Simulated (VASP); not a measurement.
# TaN: single point with r2SCAN

TaN:

```
CELL_PARAMETERS angstrom
5.10333 0.00000 0.00000
-2.55166 4.41961 0.00000
0.00000 0.00000 2.87795
ATOMIC_POSITIONS crystal
Ta 0.00000 0.00000 0.00000
Ta 0.33333 0.66667 0.50000
Ta 0.66667 0.33333 0.50000
N 0.50000 0.00000 0.00000
N 0.50000 0.50000 0.00000
N 0.00000 0.50000 0.00000
```

```json
{"Program": "VASP 6.6.1", "Task": "single point", "Functional": "r2SCAN", "Potentials or basis": "VASP PAW PBE potentials, release 64 (Ta_pv, N)", "Cutoff": "520 eV", "k mesh": "9 × 9 × 12", "Occupations": "gaussian, width 0.1 eV", "Spin": "no spin polarisation"}
```

The pressure is 23.1 GPa and the band gap on the k mesh is none (metal or under the smearing width).

Stress tensor (GPa, compression positive):
```
22.99  0.00  0.00
 0.00 22.99  0.00
 0.00  0.00 23.34
```

Levels at points of the mesh, in eV from the Fermi level:
```csv
k point,band 20,band 21,band 22,band 23,band 24,band 25,band 26,band 27,band 28,band 29
"(0.00, 0.00, 0.00)",-3.39,-3.39,-2.88,-2.26,-1.28,-1.28,0.83,0.83,1.73,2.42
"(0.00, 0.00, 0.50)",-4.25,-3.51,-3.51,-2.25,1.07,1.07,1.37,2.32,2.76,2.76
```

Wall time 4.7 min on 1 thread of Intel(R) Xeon(R) 6975P-C (Granite Rapids), on a shared host, peak memory 0.29 GiB.

Caveat: so large a pressure means that the cell lies far from this level's equilibrium, or that cutoff or potentials fall short; the potentials were made for another functional, which shifts forces and pressure. The run has no spin-orbit coupling, so splittings on Ta are missing.
